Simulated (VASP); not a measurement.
# P (R-3m) in VASP: further runs

One crystal, P, is run at these levels: PBEsol+D3(BJ); tasks: relaxation of cell and atoms, vibrations by finite differences.

All numbers are computed with VASP 6.6.1; they aren't measurements. Logs are shortened: lines on timing, memory, paths and dates and some standing lists are left out, and cuts for length are marked.

## Step 1: The structure

Symmetry: R-3m, No. 166, trigonal system. The conventional cell has a = 3.451 Å, b = 3.451 Å, c = 9.389 Å, α = 90.00°, β = 90.00°, γ = 120.00°. P (site symmetry 3m) is surrounded by 3 P at 2.29 Å.

This isn't the form of P at room conditions, which is orthorhombic.

## Step 2: Relaxation of cell and atoms, PBEsol+D3(BJ), target pressure 6 GPa, at which the enthalpy is minimised

File INCAR:

```
  ALGO = Normal
  EDIFF = 1E-7
  EDIFFG = -0.002
  ENCUT = 350
  GGA = PS
  IBRION = 2
  ISIF = 3
  ISMEAR = 0
  IVDW = 12
  LASPH = T
  LCHARG = F
  LREAL = F
  LWAVE = F
  NELM = 100
  NSW = 80
  PREC = Accurate
  PSTRESS = 60.0
  SIGMA = 0.02
```

File KPOINTS:

```
k-points
0
Gamma
  12 12 12
```

File POSCAR:

```
P
1.0
    1.7257251800      0.9963479000      3.1296800100
   -1.7257251800      0.9963479000      3.1296800100
    0.0000000000     -1.9926957900      3.1296800100
P
2
Direct
    0.2270802500      0.2270802500      0.2270802500
    0.7729197500      0.7729197500      0.7729197500
```

Potentials or basis: VASP PAW PBE potentials, release 64 (P).

Command:

```bash
$ cat potpaw_PBE.64/P/POTCAR > POTCAR
$ mpirun -np 1 vasp_std > vasp.out
```

OUTCAR:

```text
EDIFF = 1E-7
   EDIFFG = -0.002
   ENCUT = 350
   GGA = PS
   IBRION = 2
   ISIF = 3
   ISMEAR = 0
   IVDW = 12
   LASPH = T
   LREAL = F
   NELM = 100
   NSW = 80
   PREC = Accurate
   PSTRESS = 60.0
 IVDW          = 12

 ion  position               nearest neighbor table
   1  0.227  0.227  0.227-   2 2.29   2 2.29   2 2.29   2 2.82   2 2.82   2 2.82
   2  0.773  0.773  0.773-   1 2.29   1 2.29   1 2.29   1 2.82   1 2.82   1 2.82

  LATTYP: Found a trigonal (rhomboedric) cell.
 ALAT       =     3.7102201417
 COS(alpha) =     0.5673129373

  Lattice vectors:

 A1 = (   1.7257251800,   0.9963479000,   3.1296800100)
 A2 = (  -1.7257251800,   0.9963479000,   3.1296800100)
 A3 = (   0.0000000000,  -1.9926957900,   3.1296800100)

Analysis of symmetry for initial positions (statically):
=====================================================================
 Subroutine PRICEL returns:
 Original cell was already a primitive cell.

 Routine SETGRP: Setting up the symmetry group for a
 trigonal (rhombohedral) supercell.

 Subroutine GETGRP returns: Found 12 space group operations
 (whereof 12 operations were pure point group operations)
 out of a pool of 12 trial point group operations.

The static configuration has the point symmetry D_3d.

Analysis of symmetry for dynamics (positions and initial velocities):
=====================================================================
 Subroutine PRICEL returns:
 Original cell was already a primitive cell.

 Routine SETGRP: Setting up the symmetry group for a
 trigonal (rhombohedral) supercell.

 Subroutine GETGRP returns: Found 12 space group operations
 (whereof 12 operations were pure point group operations)
 out of a pool of 12 trial point group operations.

The dynamic configuration has the point symmetry D_3d.

 Subroutine INISYM returns: Found 12 space group operations
 (whereof 12 operations are pure point group operations),
 and found     1 'primitive' translations

----------------------------------------------------------------------------------------

                                     Primitive cell

  volume of cell :      32.2875

  direct lattice vectors                    reciprocal lattice vectors
     1.725725180  0.996347900  3.129680010     0.289733270  0.167277582  0.106507161
    -1.725725180  0.996347900  3.129680010    -0.289733270  0.167277582  0.106507161
     0.000000000 -1.992695790  3.129680010     0.000000000 -0.334555163  0.106507162

  length of vectors
     3.710220142  3.710220142  3.710220139     0.351099605  0.351099605  0.351099605

  position of ions in fractional coordinates (direct lattice)
     0.227080250  0.227080250  0.227080250
     0.772919750  0.772919750  0.772919750

  ion indices of the primitive-cell ions
   primitive index   ion index
                 1           1
                 2           2

----------------------------------------------------------------------------------------

 KPOINTS: k-points

Automatic generation of k-mesh.
 Grid dimensions read from file:
 generate k-points for:   12   12   12

 Generating k-lattice:

  Cartesian coordinates                     Fractional coordinates (reciprocal lattice)
     0.024144439  0.013939798  0.008875597     0.083333333  0.000000000  0.000000000
    -0.024144439  0.013939798  0.008875597     0.000000000  0.083333333  0.000000000
     0.000000000 -0.027879597  0.008875597     0.000000000  0.000000000  0.083333333

  Length of vectors
     0.029258300  0.029258300  0.029258300

  Shift w.r.t. Gamma in fractional coordinates (k-lattice)
     0.000000000  0.000000000  0.000000000

 Subroutine IBZKPT returns following result:
 ===========================================

 Found    189 irreducible k-points:

 Following reciprocal coordinates:
            Coordinates               Weight
  0.000000  0.000000  0.000000      1.000000
  0.083333 -0.000000  0.000000      6.000000
  0.166667  0.000000  0.000000      6.000000
  0.250000  0.000000  0.000000      6.000000
  0.333333  0.000000 -0.000000      6.000000
  0.416667 -0.000000  0.000000      6.000000
[... 16 lines left out ...]
  0.500000  0.166667  0.000000     12.000000
 -0.416667  0.166667 -0.000000     12.000000
 [... further k-points ...]
   k-points           NKPTS =    189   k-points in BZ     NKDIM =    189   number of bands    NBANDS=      9
   number of dos      NEDOS =    301   number of ions     NIONS =      2
   total plane-waves  NPLWV =  13824
   dimension x,y,z NGX =    24 NGY =   24 NGZ =   24
   dimension x,y,z NGXF=    48 NGYF=   48 NGZF=   48
   ions per type =               2
   NGX,Y,Z   is equivalent  to a cutoff of  10.75, 10.75, 10.75 a.u.
   NGXF,Y,Z  is equivalent  to a cutoff of  21.51, 21.51, 21.51 a.u.
 SYSTEM =  unknown system
   PREC   = accura    normal or accurate (medium, high low for compatibility)
   ISTART =      0    job   : 0-new  1-cont  2-samecut
   ICHARG =      2    charge: 1-file 2-atom 10-const
   ISPIN  =      1    spin polarized calculation?
   LNONCOLLINEAR =      F non collinear calculations
   LSORBIT =      F    spin-orbit coupling
   LASPH  =      T    aspherical Exc in radial PAW
   ENCUT  =  350.0 eV  25.72 Ry    5.07 a.u.   5.66  5.66  5.66*2*pi/ulx,y,z
   NELM   =    100;   NELMIN=  2; NELMDL= -5     # of ELM steps
   EDIFF  = 0.1E-06   stopping-criterion for ELM
   LREAL  =      F    real-space projection
   EDIFFG = -.2E-02   stopping-criterion for IOM
   NSW    =     80    number of steps for IOM
   IBRION =      2    ionic relax: 0-MD 1-quasi-New 2-CG
   NFREE  =      1    steps in history (QN), initial steepest desc. (CG)
   ISIF   =      3    stress and relaxation
   ISYM   =      2    0-nonsym 1-usesym 2-fastsym
   POTIM  = 0.5000    time-step for ionic-motion
   TEBEG  =    0.0;   TEEND  =   0.0 temperature during run
   PSTRESS=   60.0 pullay stress
   NELECT =      10.0000    total number of electrons
   NUPDOWN=      -1.0000    fix difference up-down
   EMIN   =  10.00;   EMAX   =-10.00  energy-range for DOS
   EFERMI =   0.00;   METHOD = LEGACY
   ISMEAR =     0;   SIGMA  =   0.02  broadening in eV -4-tet -1-fermi 0-gaus
   EFERMI_NEDOS =   21; number of points for ismear=-14 and -15
   IALGO  =     38    algorithm
   IMIX   =      4    mixing-type and parameters
     AMIX     =   0.40;   BMIX     =  1.00
     AMIX_MAG =   1.60;   BMIX_MAG =  1.00
  volume/ion in A,a.u.               =      16.14       108.94
  Fermi-wavevector in a.u.,A,eV,Ry     =   1.107636  2.093128 16.692396  1.226857
  Thomas-Fermi vector in A             =   2.244152
   LORBIT       =      0    0 simple, 1 ext, 2 COOP (PROOUT), +10 PAW based schemes
   GGA     = PS    functional components
   LHFCALC =     F    Hartree Fock is set to
   AEXX    =    0.0000 exact exchange contribution
   IVDW    =    12    specifies the selected vdW correction
   LEPSILON=     F    determine dielectric tensor
   LRPA    =     F    only Hartree local field effects (RPA)
 conjugate gradient relaxation of ions
 non-spin polarized calculation
 Gauss-broadening in eV      SIGMA  =   0.02
  energy-cutoff  :      350.00
  volume of cell :       32.29
 maximum number of plane-waves:       493
   NGX = 11   NGY = 11   NGZ = 11

--------------------------------------- Ionic step        1  -------------------------------------------

 number of electron      10.0000000 magnetization

 number of electron       9.9999998 magnetization

 Free energy of the ion-electron system (eV)
  ---------------------------------------------------
  ext. energy  EPLUGINS =         0.00000000
  ---------------------------------------------------
  free energy    TOTEN  =       -11.55362690 eV

  energy without entropy =      -11.55357131  energy(sigma->0) =      -11.55359910

 E-fermi :   8.9299     XC(G=0): -10.8709

 val. band max:        8.9290174900   @ k =   0.4167   0.4167   0.4167
 cond. band min:       8.9487424468   @ k =  -0.0833   0.5000   0.0833
 fundamental gap:      0.0197249568
 Fermi energy:         8.9298545433

 k-point     1 :       0.0000    0.0000    0.0000
  band No.  band energies     occupation
      1      -7.6202      2.00000
      2       5.3324      2.00000
      3       5.7707      2.00000
      4       6.0308      2.00000
      5       6.0308      2.00000
      6      10.2123      0.00000
      7      11.5352      0.00000
      8      11.5352      0.00000
      9      14.6936      0.00000
[... 265 lines left out ...]
 k-point    24 :      -0.4167    0.1667   -0.0000
  band No.  band energies     occupation
      1      -3.8885      2.00000
      2      -2.7207      2.00000
      3       3.0220      2.00000
      4       5.1947      2.00000
      5       6.3944      2.00000
      6       9.6225      0.00000
      7      10.5787      0.00000
      8      12.4028      0.00000
      9      16.4656      0.00000

 [... further k-points ...]

------------------------ aborting loop because EDIFF is reached ----------------------------------------

 Edisp (eV)   -0.70006

 E8    (eV) :    -0.4152

  FORCE on cell =-STRESS in cart. coord.  units (eV):
  Direction    XX          YY          ZZ          XY          YZ          ZX
  --------------------------------------------------------------------------------------
  -------------------------------------------------------------------------------------
  Total      -1.02563    -1.02563    -1.18757     0.00000    -0.00000     0.00000
  in kB     -50.89424   -50.89424   -58.92976     0.00000    -0.00000     0.00000
  external pressure =     -113.57 kB  Pullay stress =       60.00 kB
[... 101 lines left out ...]
  FREE ENERGIE OF THE ION-ELECTRON SYSTEM (eV)
  ---------------------------------------------------
  free  energy   TOTEN  =       -12.2631712061 eV

  energy  without entropy=      -12.2630832304  energy(sigma->0) =      -12.26312722

  enthalpy is  TOTEN    =       -11.1975302904 eV   P V=        1.0656409158

[... ionic steps 4 to 13 ...]

--------------------------------------- Ionic step       14  -------------------------------------------

 number of electron      10.0000000 magnetization

------------------------ aborting loop because EDIFF is reached ----------------------------------------

 Edisp (eV)   -0.85881

 E8    (eV) :    -0.5097
[... 73 lines left out ...]
  enthalpy is  TOTEN    =       -11.3514320502 eV   P V=        0.9898828771

--------------------------------------- Ionic step       16  -------------------------------------------

 number of electron      10.0000000 magnetization

 Free energy of the ion-electron system (eV)
  ---------------------------------------------------
  ext. energy  EPLUGINS =         0.00000000
  ---------------------------------------------------
  free energy    TOTEN  =       -11.48245005 eV

  energy without entropy =      -11.48233001  energy(sigma->0) =      -11.48239003

 E-fermi :  11.1400     XC(G=0): -11.7962

 val. band max:       11.1382648580   @ k =   0.3333   0.3333   0.3333
 cond. band min:      11.1416956928   @ k =   0.5000   0.0833   0.0000
 fundamental gap:      0.0034308348
 Fermi energy:        11.1400124164

 k-point     1 :       0.0000    0.0000    0.0000
  band No.  band energies     occupation
      1      -6.5267      2.00000
      2       8.6892      2.00000
      3       8.6892      2.00000
      4       8.8434      2.00000
      5      10.5819      2.00000
      6      14.9749      0.00000
      7      15.1798      0.00000
      8      15.1798      0.00000
      9      16.7155      0.00000
[... 265 lines left out ...]
 k-point    24 :      -0.4167    0.1667   -0.0000
  band No.  band energies     occupation
      1      -2.0629      2.00000
      2      -1.0877      2.00000
      3       5.5233      2.00000
      4       7.7270      2.00000
      5       9.2118      2.00000
      6      11.9764      0.00000
      7      14.7449      0.00000
      8      16.3206      0.00000
      9      19.9700      0.00000

 [... further k-points ...]

------------------------ aborting loop because EDIFF is reached ----------------------------------------

 Edisp (eV)   -0.85884

 E8    (eV) :    -0.5097

  FORCE on cell =-STRESS in cart. coord.  units (eV):
  Direction    XX          YY          ZZ          XY          YZ          ZX
  --------------------------------------------------------------------------------------
  -------------------------------------------------------------------------------------
  Total       0.99156     0.99156     0.98640     0.00000     0.00000     0.00000
  in kB      60.10299    60.10299    59.79061     0.00000     0.00000     0.00000
  external pressure =       -0.00 kB  Pullay stress =       60.00 kB
[... 17 lines left out ...]
  FREE ENERGIE OF THE ION-ELECTRON SYSTEM (eV)
  ---------------------------------------------------
  free  energy   TOTEN  =       -12.3412945753 eV

  energy  without entropy=      -12.3411745327  energy(sigma->0) =      -12.34123455

  enthalpy is  TOTEN    =       -11.3514357687 eV   P V=        0.9898588065

 reached required accuracy - stopping structural energy minimisation
```

Run time: 4.1 min. Hardware: 1 thread of Intel Xeon Platinum 8259CL at 2.50GHz (Skylake/Cascade Lake), shared host; peak memory 0.17 GiB.

Results:

```
Free energy                                            : -12.3413 eV
Relaxed volume                                         : 13.22 Å³/atom
Relaxed cell                                           : a = 3.341 Å, b = 3.341 Å, c = 3.341 Å, α = 60.12°, β = 60.12°, γ = 60.12°
Space group after relaxing (to 0.05 Å)                 : R-3m (No. 166)
Energy change on relaxing (the enthalpy is what falls) : -43.8 meV/atom
Ionic steps                                            : 16
Pressure after relaxing                                : 6.0 GPa
Band gap on the k mesh                                 : none (metal or under the smearing width)
Dispersion energy per atom                             : -0.429 eV
```

The path:
```tsv
step	energy change (eV)	largest force (eV/Å)	pressure (GPa)	volume (Å³)
1	0.0000	0.2969	-5.36	32.29
2	0.0572	1.2335	12.97	27.23
3	-0.0095	0.9521	6.81	28.46
4	-0.0540	0.4267	7.42	27.50
5	-0.0626	0.3075	7.91	26.50
6	0.0608	0.0271	19.14	24.51
7	-0.0518	0.1538	10.36	25.84
8	-0.1059	0.1416	0.51	27.44
9	-0.0903	0.0048	5.48	26.53
10	-0.0886	0.0077	5.85	26.46
11	-0.0888	0.0083	5.83	26.46
12	-0.0866	0.0109	6.20	26.41
13	-0.0876	0.0097	6.03	26.43
14	-0.0876	0.0096	6.03	26.43
15	-0.0876	0.0056	6.01	26.43
16	-0.0876	0.0005	6.00	26.43
```

Final structure:
```
P
1.0
     1.67335    0.96611    2.72501
    -1.67335    0.96611    2.72501
     0.00000   -1.93222    2.72501
P
2
Direct
  0.24371 0.24371 0.24371
  0.75629 0.75629 0.75629
```

Caveat: the cell is relaxed towards a set pressure, so the enthalpy falls and the energy may rise; the volume moved by over 15 % at a fixed basis, so the end points are rough; the PAW data sets were made with another functional, which shifts forces and pressure a little; pairwise dispersion overbinds metals, which lowers pressure and volume.

## Step 3: Relaxation of cell and atoms, PBEsol+D3(BJ), target pressure 6 GPa, at which the enthalpy is minimised

This run uses another cell than the first one, of 13.22 Å³/atom, 0.819 times its volume.

INCAR is that of step 2.

KPOINTS is that of step 2.

File POSCAR:

```
P                                       
1.0
    1.6733514578      0.9661099174      2.7250070351
   -1.6733514578      0.9661099174      2.7250070351
   -0.0000000000     -1.9322198241      2.7250070347
  P             
     2
Direct
     0.2437050898369387    0.2437050898369387    0.2437050898359582
     0.7562949101630614    0.7562949101630614    0.7562949101640419
```

Potentials or basis: VASP PAW PBE potentials, release 64 (P).

Command:

```bash
$ cat potpaw_PBE.64/P/POTCAR > POTCAR
$ mpirun -np 1 vasp_std > vasp.out
```

It took 49 s on 1 thread of Intel Xeon Platinum 8259CL at 2.50GHz (Skylake/Cascade Lake), shared host; peak memory 0.14 GiB.

It converged, with:

```
Free energy                                            : -12.3382 eV
Relaxed volume                                         : 13.21 Å³/atom
Relaxed cell                                           : a = 3.340 Å, b = 3.340 Å, c = 3.340 Å, α = 60.13°, β = 60.13°, γ = 60.13°
Space group after relaxing (to 0.05 Å)                 : R-3m (No. 166)
Energy change on relaxing (the enthalpy is what falls) : +0.2 meV/atom
Ionic steps                                            : 7
Pressure after relaxing                                : 6.0 GPa
Band gap on the k mesh                                 : none (metal or under the smearing width)
Dispersion energy per atom                             : -0.430 eV
```

Step by step:
```tsv
step	energy change (eV)	largest force (eV/Å)	pressure (GPa)	volume (Å³)
1	0.0000	0.0014	5.92	26.43
2	0.0009	0.0029	6.07	26.41
3	0.0006	0.0024	6.02	26.42
4	0.0005	0.0023	6.01	26.42
5	0.0005	0.0023	6.01	26.42
6	0.0005	0.0023	6.00	26.42
7	0.0005	0.0014	6.00	26.42
```

Final structure:
```
CELL_PARAMETERS angstrom
1.67323 0.96604 2.72404
-1.67323 0.96604 2.72404
0.00000 -1.93208 2.72404
ATOMIC_POSITIONS crystal
P 0.24372 0.24372 0.24372
P 0.75628 0.75628 0.75628
```

Levels at points of the mesh, in eV from the Fermi level:
```tsv
k point	band 1	band 2	band 3	band 4	band 5	band 6	band 7	band 8	band 9
(0.00, 0.00, 0.00)	-17.67	-2.45	-2.45	-2.29	-0.55	3.84	4.04	4.04	5.58
(0.50, 0.00, 0.00)	-13.27	-12.98	-2.22	-1.93	-1.25	-1.06	1.56	1.78	12.20
(0.50, 0.50, 0.00)	-12.81	-9.78	-7.37	-5.93	-5.82	0.09	8.73	8.79	9.44
(0.50, 0.50, 0.50)	-13.52	-12.65	-2.04	-2.04	-1.32	-1.32	1.32	1.96	12.02
```

Caveat: the cell is relaxed towards a set pressure, so the enthalpy falls and the energy may rise; the PAW data sets were made with another functional, which shifts forces and pressure a little; pairwise dispersion overbinds metals, which lowers pressure and volume.

## Step 4: Vibrations by finite differences, PBEsol+D3(BJ)

This run uses another cell than the first one, of 13.21 Å³/atom, 0.818 times its volume.

File INCAR:

```
SYSTEM = P
PREC = Accurate
ENCUT = 350
EDIFF = 1E-8
ISMEAR = 0
SIGMA = 0.02
LREAL = .FALSE.
LASPH = .TRUE.
NELM = 100
ALGO = Normal
ISIF = 2
LWAVE = .FALSE.
LCHARG = .FALSE.
GGA = PS
IVDW = 12
NBANDS = 12
IBRION = 6
NFREE = 2
POTIM = 0.015
NSW = 1
```

File KPOINTS:

```
regular mesh
0
G
  12 12 12
  0 0 0
```

File POSCAR:

```
P                                       
1.0
    1.6732293451      0.9660394157      2.7240380875
   -1.6732293451      0.9660394157      2.7240380875
    0.0000000000     -1.9320788202      2.7240380869
  P             
     2
Direct
     0.2437226507681649    0.2437226507681649    0.2437226507671839
     0.7562773492318351    0.7562773492318351    0.7562773492328160
```

Command:

```bash
$ cat potpaw_PBE.64/P/POTCAR > POTCAR
$ mpirun -np 1 vasp_std > vasp.out
```

Wall time 3.5 min (1 thread of Intel Xeon Platinum 8259CL at 2.50GHz (Skylake/Cascade Lake), shared host); peak memory 0.3 GiB.

It converged, with:

```yaml
Highest_phonon_frequency_at_Γ: 251 cm⁻¹
Dispersion_energy_per_atom: -0.430 eV
```

Phonon frequencies in cm⁻¹ (negative: imaginary):
```tsv
q point	frequencies
(0.000, 0.000, 0.000)	0 0 0 209 209 251
```

Caveat: the PAW data sets were made with another functional, which shifts forces and pressure a little; pairwise dispersion overbinds metals, which lowers pressure and volume.
